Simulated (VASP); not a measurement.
# GaP in VASP: one cell, several levels of theory, part 2 of 2

VASP 6.6.1, plane waves, PAW.

**3. r2SCAN**

The input, INCAR:

```
ENCUT = 520.000000
SIGMA = 0.010000
EDIFF = 1.00e-07
ALGO = Normal
METAGGA = R2SCAN
PREC = Accurate
IBRION = -1
ISIF = 2
ISMEAR = 0
NBANDS = 16
NELM = 120
NSW = 0
LASPH = .TRUE.
LCHARG = .FALSE.
LWAVE = .FALSE.
LREAL = .FALSE.
```

The input, KPOINTS:

```
KPOINTS created by Atomic Simulation Environment
0
Gamma
8 8 8
0 0 0
```

The input, KPOINTS_OPT:

```
special points
7
Reciprocal
0.0000000000 0.0000000000 0.0000000000 1
-0.5000000000 -0.5000000000 0.0000000000 1
-0.3750000000 -0.3750000000 0.2500000000 1
-0.3750000000 0.0000000000 0.3750000000 1
0.0000000000 0.0000000000 0.5000000000 1
-0.5000000000 -0.2500000000 0.2500000000 1
0.0000000000 0.4244790000 0.4244790000 1
```

The input, POSCAR:

```
Ga P
 1.0000000000000000
    -0.0000000000000000    2.7253992946765000    2.7253992946765000
     2.7253992946765000    0.0000000000000000    2.7253992946765000
     2.7253992946765000    2.7253992946765000    0.0000000000000000
 Ga  P
   1   1
Cartesian
  0.0000000000000000 -0.0000000000000000 -0.0000000000000000
  1.3626996473382502  1.3626996473382502  1.3626996473382502
```

Started as:

```sh
$ mpirun -np 1 vasp_std
```

Printed to the terminal (iteration lines stand in OSZICAR):

```text
POSCAR found type information on POSCAR GaP
 POSCAR found :  2 types and       2 ions
 -----------------------------------------------------------------------------
|                                                                             |
|                                                                             |
|     You enforced a specific xc type in the INCAR file but a different       |
|     I HOPE YOU KNOW WHAT YOU ARE DOING!                                     |
|                                                                             |
 -----------------------------------------------------------------------------

 LDA part: xc-table for (None), standard interpolation
 POSCAR, INCAR and KPOINTS ok, starting setup
 FFT: planning ... GRIDC
 FFT: planning ... GRID_SOFT
 FFT: planning ... GRID
 WAVECAR not read
 entering main loop
 Start KPOINTS_OPT (optional k-point list driver)
k-point batch [1-7\7]
```

OSZICAR:

```text
N       E                     dE             d eps       ncg     rms          rms(c)
DAV:   1     0.651257277468E+02    0.65126E+02   -0.93274E+03   960   0.166E+03
DAV:   2    -0.177522759587E+02   -0.82878E+02   -0.79066E+02  1040   0.310E+02
DAV:   3    -0.236496721598E+02   -0.58974E+01   -0.58806E+01  1160   0.654E+01
DAV:   4    -0.237390095600E+02   -0.89337E-01   -0.89316E-01  1144   0.869E+00
DAV:   5    -0.237408182041E+02   -0.18086E-02   -0.18086E-02  1176   0.108E+00    0.483E+00
DAV:   6    -0.214671389223E+02    0.22737E+01   -0.58797E-01  1160   0.146E+01    0.313E+00
DAV:   7    -0.214585106560E+02    0.86283E-02   -0.20463E-01  1104   0.373E+00    0.164E+00
DAV:   8    -0.214628608352E+02   -0.43502E-02   -0.97010E-03  1176   0.788E-01    0.669E-01
DAV:   9    -0.214630999167E+02   -0.23908E-03   -0.18871E-03  1128   0.440E-01    0.704E-02
DAV:  10    -0.214630904201E+02    0.94966E-05   -0.14085E-04  1120   0.857E-02    0.371E-02
DAV:  11    -0.214630873476E+02    0.30724E-05   -0.18824E-05  1192   0.359E-02    0.736E-03
DAV:  12    -0.214630855919E+02    0.17557E-05   -0.16451E-06  1160   0.102E-02    0.322E-03
DAV:  13    -0.214630868303E+02   -0.12384E-05   -0.33440E-07  1144   0.841E-03    0.149E-03
DAV:  14    -0.214630872478E+02   -0.41752E-06   -0.29009E-08   672   0.248E-03    0.952E-04
DAV:  15    -0.214630871244E+02    0.12345E-06   -0.14939E-08   584   0.252E-03    0.255E-04
DAV:  16    -0.214630871578E+02   -0.33458E-07   -0.26991E-09   608   0.726E-04
   1 F= -.21463087E+02 E0= -.21463087E+02  d E =-.435286E-48
       N       E                     dE             ncg
DAV:   1     0.496896275172E+03   -0.39243E+04      224
DAV:   2    -0.124898607577E+03   -0.62179E+03      248
DAV:   3    -0.174926399350E+03   -0.50028E+02      304
DAV:   4    -0.175650959406E+03   -0.72456E+00      264
DAV:   5    -0.175664473387E+03   -0.13514E-01      296
DAV:   6    -0.175665075330E+03   -0.60194E-03      336
DAV:   7    -0.175665079440E+03   -0.41101E-05      304
DAV:   8    -0.175665079536E+03   -0.95523E-07      240
```

Parts of OUTCAR:

```text
k-points           NKPTS =     29   k-points in BZ     NKDIM =     29   number of bands    NBANDS=     16

   NELECT =      18.0000    total number of electrons

   dimension x,y,z NGX =    30 NGY =   30 NGZ =   30
   dimension x,y,z NGXF=    60 NGYF=   60 NGZF=   60

  energy-cutoff  :      520.00
  volume of cell :       40.49
      direct lattice vectors                 reciprocal lattice vectors
     0.000000000  2.725399295  2.725399295    -0.183459356  0.183459356  0.183459356
     2.725399295  0.000000000  2.725399295     0.183459356 -0.183459356  0.183459356
     2.725399295  2.725399295  0.000000000     0.183459356  0.183459356 -0.183459356

 k-points in reciprocal lattice and weights: KPOINTS created by Atomic Simulation Env
   0.00000000  0.00000000  0.00000000       0.002
   0.12500000  0.00000000  0.00000000       0.016
   0.25000000  0.00000000  0.00000000       0.016
   0.37500000  0.00000000  0.00000000       0.016
   0.50000000  0.00000000  0.00000000       0.008
   0.12500000  0.12500000  0.00000000       0.012
   0.25000000  0.12500000  0.00000000       0.047
   0.37500000  0.12500000  0.00000000       0.047
[... 21 more k-points ...]

 E-fermi :   4.5609

 k-point     1 :       0.0000    0.0000    0.0000
  band No.  band energies     occupation
      1     -10.5286      2.00000
      2     -10.5286      2.00000
      3     -10.5286      2.00000
      4     -10.4149      2.00000
      5     -10.4149      2.00000
      6      -8.5599      2.00000
      7       4.4604      2.00000
      8       4.4604      2.00000
      9       4.4604      2.00000
     10       6.8030      0.00000
     11       8.6512      0.00000
     12       8.6513      0.00000
     13       8.6513      0.00000
     14      13.9221      0.00000
     15      14.7334      0.00000
     16      14.7334      0.00000

 k-point     2 :       0.1250    0.0000    0.0000
  band No.  band energies     occupation
      1     -10.5448      2.00000
      2     -10.5236      2.00000
      3     -10.5235      2.00000
      4     -10.4149      2.00000
      5     -10.4149      2.00000
      6      -8.3464      2.00000
      7       2.8353      2.00000
      8       4.2221      2.00000
      9       4.2221      2.00000
     10       7.3437      0.00000
     11       9.0176      0.00000
     12       9.0177      0.00000
     13       9.3234      0.00000
     14      14.1068      0.00000
     15      14.1068      0.00000
     16      14.8336      0.00000

 k-point     3 :       0.2500    0.0000    0.0000
  band No.  band energies     occupation
      1     -10.5795      2.00000
      2     -10.5126      2.00000
      3     -10.5126      2.00000
      4     -10.4136      2.00000
      5     -10.4136      2.00000
      6      -7.7441      2.00000
      7       0.4949      2.00000
      8       3.7702      2.00000
      9       3.7703      2.00000
     10       7.0019      0.00000
     11       9.5487      0.00000
     12       9.5488      0.00000
     13      11.3443      0.00000
     14      13.9325      0.00000
     15      13.9325      0.00000
     16      15.0204      0.00000

 k-point     4 :       0.3750    0.0000    0.0000
  band No.  band energies     occupation
      1     -10.6098      2.00000
      2     -10.5040      2.00000
      3     -10.5040      2.00000
      4     -10.4099      2.00000
      5     -10.4099      2.00000
      6      -6.9084      2.00000
      7      -1.4821      2.00000
      8       3.4186      2.00000
      9       3.4187      2.00000
     10       6.6328      0.00000
     11       9.5934      0.00000
     12       9.5934      0.00000
     13      13.0513      0.00000
     14      14.9803      0.00000
     15      15.2033      0.00000
     16      15.2033      0.00000

 k-point     5 :       0.5000    0.0000    0.0000
  band No.  band energies     occupation
      1     -10.6214      2.00000
      2     -10.5012      2.00000
      3     -10.5012      2.00000
      4     -10.4075      2.00000
      5     -10.4075      2.00000
      6      -6.3990      2.00000
      7      -2.3836      2.00000
      8       3.2918      2.00000
      9       3.2919      2.00000
     10       6.4997      0.00000
     11       9.5176      0.00000
     12       9.5176      0.00000
     13      13.2933      0.00000
     14      16.1020      0.00000
     15      16.7901      0.00000
     16      16.7901      0.00000

 k-point     6 :       0.1250    0.1250    0.0000
  band No.  band energies     occupation
      1     -10.5546      2.00000
      2     -10.5188      2.00000
      3     -10.5188      2.00000
      4     -10.4192      2.00000
      5     -10.4115      2.00000
      6      -8.2757      2.00000
      7       2.9410      2.00000
      8       3.7896      2.00000
      9       3.7896      2.00000
     10       7.7818      0.00000
     11       8.3877      0.00000
     12       9.6433      0.00000
     13       9.6434      0.00000
     14      13.0414      0.00000
     15      14.9913      0.00000
     16      15.2098      0.00000

 k-point     7 :       0.2500    0.1250    0.0000
  band No.  band energies     occupation
      1     -10.5818      2.00000
      2     -10.5096      2.00000
      3     -10.5074      2.00000
      4     -10.4225      2.00000
      5     -10.4083      2.00000
      6      -7.8021      2.00000
      7       1.1261      2.00000
      8       3.2814      2.00000
      9       3.3355      2.00000
     10       7.7281      0.00000
     11       8.7861      0.00000
     12      10.4173      0.00000
     13      10.5658      0.00000
     14      13.0234      0.00000
     15      15.0079      0.00000
     16      16.2879      0.00000

 k-point     8 :       0.3750    0.1250    0.0000
  band No.  band energies     occupation
      1     -10.6087      2.00000
      2     -10.5020      2.00000
      3     -10.4977      2.00000
      4     -10.4207      2.00000
      5     -10.4055      2.00000
      6      -7.0256      2.00000
      7      -0.8709      2.00000
      8       2.7469      2.00000
      9       2.9769      2.00000
     10       7.5413      0.00000
     11       9.2516      0.00000
     12      10.5308      0.00000
     13      11.3295      0.00000
     14      14.7511      0.00000
     15      15.9357      0.00000
     16      15.9685      0.00000

[... the tables of k-points 9 to 29 left out ...]

  Total       -0.0075793     -0.0075793     -0.0075793     -0.0000000      0.0000000      0.0000000
  in kB       -0.2999294     -0.2999294     -0.2999294     -0.0000000      0.0000000      0.0000000
  external PRESSURE =      -0.2999294 kB  Pullay stress =       0.0000000 kB

 POSITION                                       TOTAL-FORCE (eV/Angst)
 -----------------------------------------------------------------------------------
      0.00000      0.00000      0.00000         0.000000      0.000000      0.000000
      1.36270      1.36270      1.36270        -0.000000     -0.000000     -0.000000
 -----------------------------------------------------------------------------------
    total drift:                                0.000010      0.000010      0.000010

  FREE ENERGIE OF THE ION-ELECTRON SYSTEM (eV)
  ---------------------------------------------------
  free  energy   TOTEN  =       -21.4630871578 eV

  energy  without entropy=      -21.4630871578  energy(sigma->0) =      -21.46308716
```

Hardware: 1 MPI rank of Intel Xeon Platinum 8488C, shared host.

The levels at the points of KPOINTS_OPT are read from vasprun.xml.

Levels at the named points, in eV from the top of band v (v: the last filled band by count, c: the next):

```tsv
point	v−1	v	c	c+1
Γ	0.00	0.00	2.34	4.19
X	-2.80	-2.80	1.91	2.10
U	-4.07	-2.35	2.48	5.19
K	-4.07	-2.35	2.48	5.19
L	-1.17	-1.17	2.04	5.06
W	-3.70	-3.54	5.04	5.30
```

Gap with r2SCAN: 1.85 eV, valence top at Γ, conduction bottom at (0.00, 0.42, 0.42). Least direct gap: 2.34 eV. The pressure is -0.03 GPa; the forces vanish within 0.01 eV/Å.

**4. Results**

The summary covers parts 1 to 2.

| level | gap (eV) | pressure (GPa) | Ansatz: gap (eV) | Ansatz: pressure (GPa) |
| --- | --- | --- | --- | --- |
| PBE | 1.59 | 2.47 | 1.59 | 2.49 |
| r2SCAN | 1.85 | -0.03 | 1.84 | 0.03 |

**Reading.** The gap spans 1.59 eV (PBE) to 1.85 eV (r2SCAN). A measured gap is 2.34 eV (indirect; 10 K; quoted in “Stacking defects in GaP nanowires: Electronic structure and optical properties”, 2018, arxiv:1810.01194). The misses are: PBE -0.75, r2SCAN -0.49 eV; r2SCAN comes nearest. The calculation is for fixed nuclei; the measurement holds lattice motion too. The pressure is highest with PBE (2.5 GPa) and lowest with r2SCAN (0.0 GPa), which orders the cells that they would relax to. The two programs agree on the gap within 0.02 eV, far less than the spread between functionals. Each program uses its own PAW datasets and cutoff.
